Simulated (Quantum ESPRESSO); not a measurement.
# Cu under changes of volume

One of the cells (11.994 Å³/atom); the others are scaled copies at fixed shape and fractional positions:

```
CELL_PARAMETERS angstrom
1.21846 -3.97638 0.00000
1.21846 3.97638 0.00000
0.00000 0.00000 2.47550
ATOMIC_POSITIONS crystal
Cu 0.86613 0.13387 0.75000
Cu 0.13387 0.86613 0.25000
```

This isn't the form of Cu at room conditions, which is fcc.

* Program: Quantum ESPRESSO 7.5
* Functional: PBE
* Potentials or basis: SSSP 1.3 efficiency PBE
* Cutoff: 748 eV
* Density cutoff: 5987 eV
* k mesh: 11 × 11 × 11
* Occupations: fermi-dirac, width 0.05 eV
* Spin: no spin polarisation

```csv
volume (Å³/atom),energy over the lowest point (meV/atom),pressure (GPa),largest force (eV/Å)
11.274,?,?,?
11.514,41.66,13.4,0.107
11.754,23.69,9.6,0.077
11.994,11.14,6.2,0.049
12.234,3.42,3.2,0.023
12.474,0.00,0.5,0.000
12.714,0.42,-1.9,0.023
```

Question: What does the run at 11.274 Å³/atom give?

Answer: Energy over the lowest point 65.69 meV/atom; pressure 17.7 GPa; largest force 0.140 eV/Å.

Worked out: A Birch-Murnaghan fit of order 3 (a polynomial in V^(-2/3)) to the other rows has its minimum at 12.57 Å³/atom with B0 = V·E''(V) = 128 GPa and B' = 5.0 at fixed shape and positions, which overstates the stiffness. It gives 65.72 meV/atom at 11.274 Å³/atom, against the run's 65.69, and -dE/dV = 18.3 GPa, against 17.7.

Energies are extrapolated to zero smearing.
